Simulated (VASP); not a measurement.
# CdS (P6_3mc) in VASP: further runs

Runs on CdS. Level: PBEsol. Tasks: relaxation of cell and atoms.

Everything below comes from runs of VASP 6.6.1. Logs are shortened: lines on timing, memory, paths and dates and some standing lists are left out, and cuts for length are marked.

## Step 1: Starting point

The structure is hexagonal, space group P6_3mc (No. 186). The conventional cell has a = 4.150 Å, b = 4.150 Å, c = 6.737 Å, α = 90.00°, β = 90.00°, γ = 120.00°. Cd (site symmetry 3m) is surrounded by 4 S at 2.53 to 2.54 Å. S (site symmetry 3m) is surrounded by 4 Cd at 2.53 to 2.54 Å.

## Step 2: Relaxation of cell and atoms, PBEsol

INCAR reads:

```
PREC = Accurate
ENCUT = 600
EDIFF = 1E-6
ISMEAR = 0
SIGMA = 0.03
LREAL = F
LASPH = T
NELM = 80
ALGO = Normal
ISIF = 3
LWAVE = F
LCHARG = F
GGA = PS
IBRION = 2
NSW = 90
EDIFFG = -0.01
```

KPOINTS reads:

```
regular mesh
0
Gamma
  9 9 4
```

POSCAR reads:

```
CdS
1.0
    4.1500000000      0.0000000000      0.0000000000
   -2.0750000000      3.5940054300      0.0000000000
    0.0000000000      0.0000000000      6.7370000000
Cd S
2 2
Direct
    0.3333333300      0.6666666700      0.0000000000
    0.6666666700      0.3333333300      0.5000000000
    0.3333333300      0.6666666700      0.3750000000
    0.6666666700      0.3333333300      0.8750000000
```

Potentials or basis: VASP PAW PBE potentials, release 64 (Cd, S).

Started as:

```sh
$ cat potpaw_PBE.64/Cd/POTCAR potpaw_PBE.64/S/POTCAR > POTCAR
$ mpirun -np 1 vasp_std > vasp.out
```

OUTCAR:

```text
PREC = Accurate
   ENCUT = 600
   EDIFF = 1E-6
   ISMEAR = 0
   LREAL = F
   LASPH = T
   NELM = 80
   ISIF = 3
   GGA = PS
   IBRION = 2
   NSW = 90
   EDIFFG = -0.01

 ion  position               nearest neighbor table
   1  0.333  0.667  0.000-   3 2.53   4 2.54   4 2.54   4 2.54
   2  0.667  0.333  0.500-   4 2.53   3 2.54   3 2.54   3 2.54
   3  0.333  0.667  0.375-   1 2.53   2 2.54   2 2.54   2 2.54
   4  0.667  0.333  0.875-   2 2.53   1 2.54   1 2.54   1 2.54

  LATTYP: Found a hexagonal cell.
 ALAT       =     4.1500000000
 C/A-ratio  =     1.6233734940

  Lattice vectors:

 A1 = (   4.1500000000,   0.0000000000,   0.0000000000)
 A2 = (  -2.0750000000,   3.5940054300,   0.0000000000)
 A3 = (   0.0000000000,   0.0000000000,   6.7370000000)

Analysis of symmetry for initial positions (statically):
=====================================================================
 Subroutine PRICEL returns:
 Original cell was already a primitive cell.

 Routine SETGRP: Setting up the symmetry group for a
 hexagonal supercell.

 Subroutine GETGRP returns: Found 12 space group operations
 (whereof  6 operations were pure point group operations)
 out of a pool of 24 trial point group operations.

The static configuration has the point symmetry C_3v.
 The point group associated with its full space group is C_6v.

Analysis of symmetry for dynamics (positions and initial velocities):
=====================================================================
 Subroutine PRICEL returns:
 Original cell was already a primitive cell.

 Routine SETGRP: Setting up the symmetry group for a
 hexagonal supercell.

 Subroutine GETGRP returns: Found 12 space group operations
 (whereof  6 operations were pure point group operations)
 out of a pool of 24 trial point group operations.

The dynamic configuration has the point symmetry C_3v.
 The point group associated with its full space group is C_6v.

 Subroutine INISYM returns: Found 12 space group operations
 (whereof  6 operations are pure point group operations),
 and found     1 'primitive' translations

----------------------------------------------------------------------------------------

                                     Primitive cell

  volume of cell :     100.4832

  direct lattice vectors                    reciprocal lattice vectors
     4.150000000  0.000000000  0.000000000     0.240963855  0.139120547  0.000000000
    -2.075000000  3.594005430  0.000000000     0.000000000  0.278241093  0.000000000
     0.000000000  0.000000000  6.737000000     0.000000000  0.000000000  0.148434021

  length of vectors
     4.150000000  4.150000004  6.737000000     0.278241094  0.278241093  0.148434021

  position of ions in fractional coordinates (direct lattice)
     0.333333330  0.666666670  0.000000000
     0.666666670  0.333333330  0.500000000
     0.333333330  0.666666670  0.375000000
     0.666666670  0.333333330  0.875000000

  ion indices of the primitive-cell ions
   primitive index   ion index
                 1           1
                 2           2
                 3           3
                 4           4

----------------------------------------------------------------------------------------

 KPOINTS: regular mesh

Automatic generation of k-mesh.
 Grid dimensions read from file:
 generate k-points for:    9    9    4

 Generating k-lattice:

  Cartesian coordinates                     Fractional coordinates (reciprocal lattice)
     0.026773762  0.015457839  0.000000000     0.111111111 -0.000000000  0.000000000
     0.000000000  0.030915677  0.000000000     0.000000000  0.111111111  0.000000000
     0.000000000  0.000000000  0.037108505     0.000000000  0.000000000  0.250000000

  Length of vectors
     0.030915677  0.030915677  0.037108505

  Shift w.r.t. Gamma in fractional coordinates (k-lattice)
     0.000000000  0.000000000  0.000000000

 Subroutine IBZKPT returns following result:
 ===========================================

 Found     36 irreducible k-points:

 Following reciprocal coordinates:
            Coordinates               Weight
  0.000000  0.000000  0.000000      1.000000
  0.111111  0.000000  0.000000      6.000000
  0.222222  0.000000  0.000000      6.000000
  0.333333  0.000000  0.000000      6.000000
  0.444444  0.000000  0.000000      6.000000
  0.111111  0.111111  0.000000      6.000000
[... 16 lines left out ...]
  0.333333  0.222222  0.250000     24.000000
  0.333333  0.333333  0.250000      4.000000
 [... further k-points ...]
   k-points           NKPTS =     36   k-points in BZ     NKDIM =     36   number of bands    NBANDS=     22
   number of dos      NEDOS =    301   number of ions     NIONS =      4
   total plane-waves  NPLWV =  69984
   dimension x,y,z NGX =    36 NGY =   36 NGZ =   54
   dimension x,y,z NGXF=    72 NGYF=   72 NGZF=  108
   ions per type =               2   2
   NGX,Y,Z   is equivalent  to a cutoff of  14.42, 14.42, 13.33 a.u.
   NGXF,Y,Z  is equivalent  to a cutoff of  28.84, 28.84, 26.65 a.u.
 SYSTEM =  unknown system
   PREC   = accura    normal or accurate (medium, high low for compatibility)
   ISTART =      0    job   : 0-new  1-cont  2-samecut
   ICHARG =      2    charge: 1-file 2-atom 10-const
   ISPIN  =      1    spin polarized calculation?
   LNONCOLLINEAR =      F non collinear calculations
   LSORBIT =      F    spin-orbit coupling
   LASPH  =      T    aspherical Exc in radial PAW
   ENCUT  =  600.0 eV  44.10 Ry    6.64 a.u.   8.29  8.29 13.46*2*pi/ulx,y,z
   NELM   =     80;   NELMIN=  2; NELMDL= -5     # of ELM steps
   EDIFF  = 0.1E-05   stopping-criterion for ELM
   LREAL  =      F    real-space projection
   EDIFFG = -.1E-01   stopping-criterion for IOM
   NSW    =     90    number of steps for IOM
   IBRION =      2    ionic relax: 0-MD 1-quasi-New 2-CG
   NFREE  =      1    steps in history (QN), initial steepest desc. (CG)
   ISIF   =      3    stress and relaxation
   ISYM   =      2    0-nonsym 1-usesym 2-fastsym
   POTIM  = 0.5000    time-step for ionic-motion
   TEBEG  =    0.0;   TEEND  =   0.0 temperature during run
   PSTRESS=    0.0 pullay stress
   NELECT =      36.0000    total number of electrons
   NUPDOWN=      -1.0000    fix difference up-down
   EMIN   =  10.00;   EMAX   =-10.00  energy-range for DOS
   EFERMI =   0.00;   METHOD = LEGACY
   ISMEAR =     0;   SIGMA  =   0.03  broadening in eV -4-tet -1-fermi 0-gaus
   EFERMI_NEDOS =   21; number of points for ismear=-14 and -15
   IALGO  =     38    algorithm
   IMIX   =      4    mixing-type and parameters
     AMIX     =   0.40;   BMIX     =  1.00
     AMIX_MAG =   1.60;   BMIX_MAG =  1.00
  volume/ion in A,a.u.               =      25.12       169.52
  Fermi-wavevector in a.u.,A,eV,Ry     =   1.162727  2.197236 18.394190  1.351935
  Thomas-Fermi vector in A             =   2.299285
   LORBIT       =      0    0 simple, 1 ext, 2 COOP (PROOUT), +10 PAW based schemes
   GGA     = PS    functional components
   LHFCALC =     F    Hartree Fock is set to
   AEXX    =    0.0000 exact exchange contribution
   IVDW    =     0    specifies the selected vdW correction
   LEPSILON=     F    determine dielectric tensor
   LRPA    =     F    only Hartree local field effects (RPA)
 conjugate gradient relaxation of ions
 non-spin polarized calculation
 Gauss-broadening in eV      SIGMA  =   0.03
  energy-cutoff  :      600.00
  volume of cell :      100.48
 maximum number of plane-waves:      3378
 NGX is ok and might be reduce to    36
   NGX = 17   NGY = 17   NGZ = 27

--------------------------------------- Ionic step        1  -------------------------------------------

 number of electron      36.0000008 magnetization

 Free energy of the ion-electron system (eV)
  ---------------------------------------------------
  ext. energy  EPLUGINS =         0.00000000
  ---------------------------------------------------
  free energy    TOTEN  =       -13.63111365 eV

  energy without entropy =      -13.63111365  energy(sigma->0) =      -13.63111365

------------------------ aborting loop because EDIFF is reached ----------------------------------------

  FORCE on cell =-STRESS in cart. coord.  units (eV):
  Direction    XX          YY          ZZ          XY          YZ          ZX
  --------------------------------------------------------------------------------------
  -------------------------------------------------------------------------------------
  Total       -0.4391270     -0.4391270     -0.0662362      0.0000000      0.0000000      0.0000000
  in kB       -7.0017615     -7.0017615     -1.0561191      0.0000000      0.0000000      0.0000000
  external PRESSURE =      -5.0198807 kB  Pullay stress =       0.0000000 kB
[... 61 lines left out ...]
  energy  without entropy=      -13.6342757366  energy(sigma->0) =      -13.63427574

--------------------------------------- Ionic step        3  -------------------------------------------

 number of electron      36.0000004 magnetization

 Free energy of the ion-electron system (eV)
  ---------------------------------------------------
  ext. energy  EPLUGINS =         0.00000000
  ---------------------------------------------------
  free energy    TOTEN  =       -13.63428952 eV

  energy without entropy =      -13.63428952  energy(sigma->0) =      -13.63428952

 E-fermi :   1.3712     XC(G=0):  -9.3624

 val. band max:        1.1975654643   @ k =   0.0000   0.0000   0.0000
 cond. band min:       2.2778344104   @ k =   0.0000   0.0000   0.0000
 fundamental gap:      1.0802689461
 Fermi energy:         1.3711853958

 k-point     1 :       0.0000    0.0000    0.0000
  band No.  band energies     occupation
      1     -11.1822      2.00000
      2     -10.7392      2.00000
      3      -6.5097      2.00000
      4      -6.4997      2.00000
      5      -6.4997      2.00000
      6      -6.4143      2.00000
[... 574 lines left out ...]
      6      -6.2123      2.00000
[... 14 lines left out ...]
     21       6.1347      0.00000
     22       7.8644      0.00000

 [... further k-points ...]

------------------------ aborting loop because EDIFF is reached ----------------------------------------

  FORCE on cell =-STRESS in cart. coord.  units (eV):
  Direction    XX          YY          ZZ          XY          YZ          ZX
  --------------------------------------------------------------------------------------
  -------------------------------------------------------------------------------------
  Total        0.0092681      0.0092681     -0.0243854      0.0000000      0.0000000      0.0000000
  in kB        0.1493846      0.1493846     -0.3930455      0.0000000      0.0000000      0.0000000
  external PRESSURE =      -0.0314255 kB  Pullay stress =       0.0000000 kB
[... 19 lines left out ...]
  FREE ENERGIE OF THE ION-ELECTRON SYSTEM (eV)
  ---------------------------------------------------
  free  energy   TOTEN  =       -13.6342895227 eV

  energy  without entropy=      -13.6342895227  energy(sigma->0) =      -13.63428952

 reached required accuracy - stopping structural energy minimisation
```

Wall time 85 s (1 thread of Intel Xeon Platinum 8488C (Sapphire Rapids), shared host); peak memory 0.31 GiB.

What came out:

```
Free energy                            : -13.6343 eV
Relaxed volume                         : 24.85 Å³/atom
Relaxed cell                           : a = 4.129 Å, b = 4.129 Å, c = 6.732 Å, α = 90.00°, β = 90.00°, γ = 120.00°
Space group after relaxing (to 0.05 Å) : P6_3mc (No. 186)
Energy gained by relaxing              : 0.8 meV/atom
Ionic steps                            : 3
Pressure after relaxing                : 0.0 GPa
Largest force after relaxing           : 0.005 eV/Å
Band gap on the k mesh                 : 1.08 eV, direct
```

Forces on the atoms (eV/Å):
```
Cd   0.000  0.000 -0.005
Cd   0.000  0.000 -0.005
S    0.000  0.000  0.005
S    0.000  0.000  0.005
```

The path:
| step | energy change (eV) | largest force (eV/Å) | pressure (GPa) | volume (Å³) |
| --- | --- | --- | --- | --- |
| 1 | 0.0000 | 0.0669 | -0.50 | 100.48 |
| 2 | -0.0032 | 0.0018 | 0.05 | 99.34 |
| 3 | -0.0032 | 0.0054 | 0.00 | 99.40 |

Final structure:
```
Cd S
1.0
     4.12919    0.00000    0.00000
    -2.06459    3.57598    0.00000
     0.00000    0.00000    6.73190
Cd S
2 2
Direct
  0.33333 0.66667 0.99955
  0.66667 0.33333 0.49955
  0.33333 0.66667 0.37545
  0.66667 0.33333 0.87545
```

Caveat: the PAW data sets were made with another functional, which shifts forces and pressure a little.

## Step 3: Relaxation of cell and atoms, PBEsol

This run uses another cell than the first one, of 24.85 Å³/atom, 0.989 times its volume.

INCAR, as its differences from that of step 2:

```diff
@@ -2,3 +2,3 @@
 ENCUT = 600
-EDIFF = 1E-6
+EDIFF = 1E-7
 ISMEAR = 0
@@ -15,2 +15,2 @@
 NSW = 90
-EDIFFG = -0.01
+EDIFFG = -0.005
```

KPOINTS is that of step 2.

POSCAR reads:

```
CdS                                     
1.0
    4.1291875706      0.0000000000      0.0000000000
   -2.0645937853      3.5759813374     -0.0000000000
    0.0000000000      0.0000000000      6.7319037959
  Cd              S             
     2     2
Direct
     0.3333333300000021    0.6666666699999979    0.9995462563657227
     0.6666666699999979    0.3333333300000021    0.4995462563657228
     0.3333333300000021    0.6666666699999979    0.3754537436342772
     0.6666666699999979    0.3333333300000021    0.8754537436342773
```

Potentials or basis: VASP PAW PBE potentials, release 64 (Cd, S).

Started as:

```sh
$ cat potpaw_PBE.64/Cd/POTCAR potpaw_PBE.64/S/POTCAR > POTCAR
$ mpirun -np 1 vasp_std > vasp.out
```

OUTCAR:

```text
PREC = Accurate
   ENCUT = 600
   EDIFF = 1E-7
   ISMEAR = 0
   LREAL = F
   LASPH = T
   NELM = 80
   ISIF = 3
   GGA = PS
   IBRION = 2
   NSW = 90
   EDIFFG = -0.005

 ion  position               nearest neighbor table
   1  0.333  0.667  1.000-   4 2.53   4 2.53   4 2.53   3 2.53
   2  0.667  0.333  0.500-   3 2.53   3 2.53   3 2.53   4 2.53
   3  0.333  0.667  0.375-   2 2.53   2 2.53   2 2.53   1 2.53
   4  0.667  0.333  0.875-   1 2.53   1 2.53   1 2.53   2 2.53

  LATTYP: Found a hexagonal cell.
 ALAT       =     4.1291875706
 C/A-ratio  =     1.6303216264

  Lattice vectors:

 A1 = (   4.1291875706,   0.0000000000,   0.0000000000)
 A2 = (  -2.0645937853,   3.5759813374,   0.0000000000)
 A3 = (   0.0000000000,   0.0000000000,   6.7319037959)

Analysis of symmetry for initial positions (statically):
=====================================================================
 Subroutine PRICEL returns:
 Original cell was already a primitive cell.

 Routine SETGRP: Setting up the symmetry group for a
 hexagonal supercell.

 Subroutine GETGRP returns: Found 12 space group operations
[... 180 lines left out ...]
  --------------------------------------------------------------------------------------
  -------------------------------------------------------------------------------------
  Total        0.0189013      0.0189013     -0.0139401      0.0000000      0.0000000      0.0000000
  in kB        0.3046516      0.3046517     -0.2246882      0.0000000      0.0000000      0.0000000
  external PRESSURE =       0.1282050 kB  Pullay stress =       0.0000000 kB
[... 139 lines left out ...]
--------------------------------------- Ionic step        5  -------------------------------------------

 number of electron      36.0000004 magnetization

 Free energy of the ion-electron system (eV)
  ---------------------------------------------------
  ext. energy  EPLUGINS =         0.00000000
  ---------------------------------------------------
  free energy    TOTEN  =       -13.63394220 eV

  energy without entropy =      -13.63394220  energy(sigma->0) =      -13.63394220

 E-fermi :   1.3702     XC(G=0):  -9.3621

 val. band max:        1.1952936695   @ k =   0.0000   0.0000   0.0000
 cond. band min:       2.2787462624   @ k =   0.0000   0.0000   0.0000
 fundamental gap:      1.0834525930
 Fermi energy:         1.3701655657

 k-point     1 :       0.0000    0.0000    0.0000
  band No.  band energies     occupation
      1     -11.1823      2.00000
      2     -10.7385      2.00000
      3      -6.5083      2.00000
      4      -6.5003      2.00000
      5      -6.5003      2.00000
      6      -6.4151      2.00000
[... 589 lines left out ...]
     21       6.1444      0.00000
     22       7.8587      0.00000

 [... further k-points ...]

------------------------ aborting loop because EDIFF is reached ----------------------------------------

  FORCE on cell =-STRESS in cart. coord.  units (eV):
  Direction    XX          YY          ZZ          XY          YZ          ZX
  --------------------------------------------------------------------------------------
  -------------------------------------------------------------------------------------
  Total        0.0011909      0.0011909      0.0067647      0.0000000      0.0000000      0.0000000
  in kB        0.0191939      0.0191939      0.1090324      0.0000000      0.0000000      0.0000000
  external PRESSURE =       0.0491401 kB  Pullay stress =       0.0000000 kB
[... 19 lines left out ...]
  FREE ENERGIE OF THE ION-ELECTRON SYSTEM (eV)
  ---------------------------------------------------
  free  energy   TOTEN  =       -13.6339421957 eV

  energy  without entropy=      -13.6339421957  energy(sigma->0) =      -13.63394220

 reached required accuracy - stopping structural energy minimisation
```

OSZICAR:

```text
N       E                     dE             d eps       ncg     rms          rms(c)
DAV:   1     0.271238372058E+03    0.27124E+03   -0.19342E+04  1584   0.169E+03
DAV:   2     0.163945924888E+01   -0.26960E+03   -0.26342E+03  1734   0.380E+02
DAV:   3    -0.144338476318E+02   -0.16073E+02   -0.16016E+02  1938   0.915E+01
DAV:   4    -0.146271028336E+02   -0.19326E+00   -0.19314E+00  1818   0.996E+00
[... 41 lines left out ...]
DAV:   3    -0.136339457653E+02    0.20516E-04   -0.39902E-05  1830   0.556E-02    0.218E-02
DAV:   4    -0.136339420808E+02    0.36845E-05   -0.67793E-06  1914   0.236E-02    0.488E-03
DAV:   5    -0.136339420454E+02    0.35442E-07   -0.13387E-06  1872   0.131E-02    0.275E-03
DAV:   6    -0.136339421748E+02   -0.12937E-06   -0.15357E-07   804   0.409E-03    0.106E-03
DAV:   7    -0.136339421957E+02   -0.20952E-07   -0.12168E-08   792   0.927E-04
   5 F= -.13633942E+02 E0= -.13633942E+02  d E =-.223093E-04
```

CONTCAR:

```text
CdS
   1.00000000000000
     4.1314642933494685    0.0000000000000000    0.0000000000000000
    -2.0657321466747343    3.5779530371454737    0.0000000000000000
    -0.0000000000000000    0.0000000000000000    6.7246185048651599
  Cd              S
     2     2
Direct
     0.3333333300000021    0.6666666699999979    0.9993193368878834
     0.6666666699999979    0.3333333300000021    0.4993193368878836
     0.3333333300000021    0.6666666699999979    0.3756806631121164
     0.6666666699999979    0.3333333300000021    0.8756806631121166

  0.00000000E+00  0.00000000E+00  0.00000000E+00
  0.00000000E+00  0.00000000E+00  0.00000000E+00
  0.00000000E+00  0.00000000E+00  0.00000000E+00
  0.00000000E+00  0.00000000E+00  0.00000000E+00
```

It took 2.5 min on 1 thread of Intel Xeon Platinum 8488C (Sapphire Rapids), shared host; peak memory 0.3 GiB.

Results:

| Property | Result |
| --- | --- |
| Free energy | -13.6339 eV |
| Energy gained by relaxing | 0.0 meV/atom |
| Ionic steps | 5 |
| Pressure after relaxing | 0.0 GPa |
| Band gap on the k mesh | 1.08 eV, direct |

Forces in eV/Å, atoms in the order of the input:
```
Cd   0.000  0.000 -0.003
Cd   0.000  0.000 -0.003
S    0.000  0.000  0.003
S    0.000  0.000  0.003
```

Final structure:
```xyz
4
Lattice="4.1315 0.0000 0.0000 -2.0657 3.5780 0.0000 0.0000 0.0000 6.7246" Properties=species:S:1:pos:R:3 pbc="T T T"
Cd    0.0000    2.3853    6.7200
Cd    2.0657    1.1927    3.3577
S     0.0000    2.3853    2.5263
S     2.0657    1.1927    5.8886
```

Caveat: the PAW data sets were made with another functional, which shifts forces and pressure a little.
